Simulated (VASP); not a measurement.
# Settings for Si: energy along a vibration (SMASS = -2)

Si, atoms displaced along the mode, 2 atoms in the cell. PBE, energy along a line of displacements; PAW potentials Si (PBE set). VASP 6.6.1.

Wanted: harmonic frequency within 1 %.

Mode: optical mode at Gamma along x.

POSCAR of the starting run:
```
Si
1.0
    0.0000000000      2.7218511865      2.7218511865
    2.7218511865      0.0000000000      2.7218511865
    2.7218511865      2.7218511865      0.0000000000
Si
2
Direct
    0.0073479403     -0.0073479403     -0.0073479403
    0.2426520597      0.2573479403      0.2573479403

    0.0100000000   0.0000000000   0.0000000000
   -0.0100000000   0.0000000000   0.0000000000
```

The series start from k mesh: 5 × 5 × 5; Cutoff (eV): 320; Step along the mode (Å): 0.02; Electronic threshold (eV): 1e-7; Precision and projection: Accurate, reciprocal space. Each series keeps the choices made before it, and each single choice may use up half of a tolerance.

## k mesh

| k mesh | Harmonic frequency (THz) | Time (s) |
|---|---|---|
| 2 × 2 × 2 | 17.64 | 14 |
| 3 × 3 × 3 | 15.99 | 13 |
| 4 × 4 × 4 | 15.56 | 18 |
| 5 × 5 × 5 | 15.39 | 23 |
| 6 × 6 × 6 | 15.33 | 38 |
| 8 × 8 × 8 (reference) | 15.29 | 72 |

## Cutoff (eV)

| Cutoff (eV) | Harmonic frequency (THz) | Time (s) |
|---|---|---|
| 180 | 15.34 | 23 |
| 210 | 15.32 | 25 |
| 250 | 15.34 | 32 |
| 290 | 15.34 | 36 |
| 320 | 15.33 | 38 |
| 370 (reference) | 15.32 | 35 |

## Electronic threshold (eV)

| Electronic threshold (eV) | Harmonic frequency (THz) | Time (s) |
|---|---|---|
| 0.001 | 15.36 | 17 |
| 0.0001 | 15.36 | 17 |
| 1e-5 | 15.36 | 17 |
| 1e-6 | 15.36 | 21 |
| 1e-7 | 15.36 | 32 |
| 1e-8 (reference) | 15.36 | 27 |

## Precision and projection

| Precision and projection | Harmonic frequency (THz) | Time (s) |
|---|---|---|
| Accurate, reciprocal space | 15.36 | 17 |
| Normal, reciprocal space | 15.36 | 6.8 |
| Normal, Auto | 15.36 | 9.1 |

## Question

The rows run from the loosest to the tightest (no order: precision and projection). For each series: choose the loosest value from which every tighter one stays within half of the tolerance; where there is no order, keep the first row unless others stay within half of the tolerance and take at least 30 % less time, and then take the fastest.

## Answer

- k mesh: 6 × 6 × 6
- Cutoff (eV): 180
- Electronic threshold (eV): 0.001
- Precision and projection: Normal, reciprocal space

Also changed on the way, by series that aren't shown: Step along the mode (Å): 0.04.

## All choices together

| Input | Harmonic frequency (THz) | Time (s) |
|---|---|---|
| defaults on a coarse mesh (naive) | 17.06 | 3.3 |
| chosen settings | 15.36 | 6.8 |
| reference settings throughout | 15.3 | 66 |

The tolerance is met.

## The input

INCAR:
```
ALGO = Normal ; EDIFF = 0.001
ENCUT = 180 ; GGA = PE
IBRION = 0 ; ISMEAR = 0
ISYM = 0 ; KPAR = 2
LASPH = True ; LCHARG = False
LREAL = False ; LWAVE = False
NELMIN = 4 ; NSW = 9
POTIM = 1 ; PREC = Normal
SIGMA = 0.03 ; SMASS = -2
```

KPOINTS:
```
Automatic mesh
0
Gamma
  6 6 6
  0 0 0
```

POSCAR:
```
Si
1.0
    0.0000000000      2.7218511865      2.7218511865
    2.7218511865      0.0000000000      2.7218511865
    2.7218511865      2.7218511865      0.0000000000
Si
2
Direct
    0.0146958806     -0.0146958806     -0.0146958806
    0.2353041194      0.2646958806      0.2646958806

    0.0200000000   0.0000000000   0.0000000000
   -0.0200000000   0.0000000000   0.0000000000
```

Commands:
```
cat potpaw_PBE.64/Si/POTCAR > POTCAR
mpirun -np 2 vasp_std > vasp.out
```

Limits: NELMIN = 4 forces that many electronic steps, so a loose EDIFF looks better here than it is.

The chosen input took VASP 6.6.1 6.8 s on 2 cores (Intel Xeon Platinum 8259CL @ 2.50GHz (Skylake/Cascade Lake)), a shared host.
